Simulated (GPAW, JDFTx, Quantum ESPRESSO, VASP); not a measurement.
MgS: equilibrium volume by level of theory

```
S Mg
1.0
     0.00000    2.60165    2.60165
     2.60165    0.00000    2.60165
     2.60165    2.60165    0.00000
S Mg
1 1
Cartesian
  2.6016 2.6016 2.6016
  0.0000 0.0000 0.0000
```

| rung | level | program and potentials | cutoff (eV) | k mesh | smearing | task | equilibrium volume (Å³/atom) | miss | notes |
| --- | --- | --- | --- | --- | --- | --- | --- | --- | --- |
| GGA + dispersion | BLYP+D3(BJ) | GPAW, PAW data sets generated for this functional | 800 | 7 × 7 × 7 | fermi-dirac 0.05 | equation of state | 16.79 | -4.6 % | - |
| GGA | PBE | VASP, PBE PAW files Mg, S, 600 eV | 600 | 9 × 9 × 9 | fermi-dirac 0.05 | relaxation of cell and atoms | 17.81 | +1.2 % | 4 valence electrons an atom on average |
| GGA | PBE | VASP, PBE PAW files Mg, S_h, 900 eV | 900 | 9 × 9 × 9 | fermi-dirac 0.05 | relaxation of cell and atoms | 17.81 | +1.2 % | 4 valence electrons an atom on average |
| GGA + dispersion | PBE+D3(zero damping) | JDFTx, PseudoDojo-SR-PBE-0.5-standard | 1143 | 9 × 9 × 9 | fermi-dirac 0.05 | relaxation of cell and atoms | 17.55 | -0.3 % | 8 valence electrons an atom on average |
| GGA + dispersion | PBE+D3(zero damping) | VASP, PBE PAW files Mg, S, 600 eV | 600 | 9 × 9 × 9 | fermi-dirac 0.05 | relaxation of cell and atoms | (a) | ? | 4 valence electrons an atom on average |
| GGA | PBEsol | Quantum ESPRESSO, GBRV 1.5 PBEsol | 612 | 9 × 9 × 9 | fermi-dirac 0.05 | relaxation of cell and atoms | 17.36 | -1.4 % | 8 valence electrons an atom on average |
| GGA | PBEsol | VASP, PBE PAW files Mg, S, 520 eV | 520 | 9 × 9 × 9 | fermi-dirac 0.05 | equation of state | 17.36 | -1.4 % | potentials made for PBE |
| non-local van der Waals functional | PBE+rVV10 | VASP, PBE PAW files Mg, S, 600 eV | 600 | 9 × 9 × 9 | fermi-dirac 0.05 | relaxation of cell and atoms | 17.65 | +0.3 % | 4 valence electrons an atom on average |

All rows: no spin polarisation. Smearing widths are in eV. Meshes differ between rows, which moves values too. Meshes are those of the run's cell of 2 atoms unless a note names another. Relaxations start from the cell shown or near it and stop with a little pressure left. Misses use the values as printed. Runs on faulty files, with rough fits or with known faults for this quantity aren't shown. No row holds spin-orbit coupling.

Measured: 17.6 Å³/atom at 294.15 K (a printed reference work). The runs are for a static lattice.

Problem. Estimate the value left out from the other rows.

Solution. (a) 17.47 Å³/atom, miss -0.7 %.
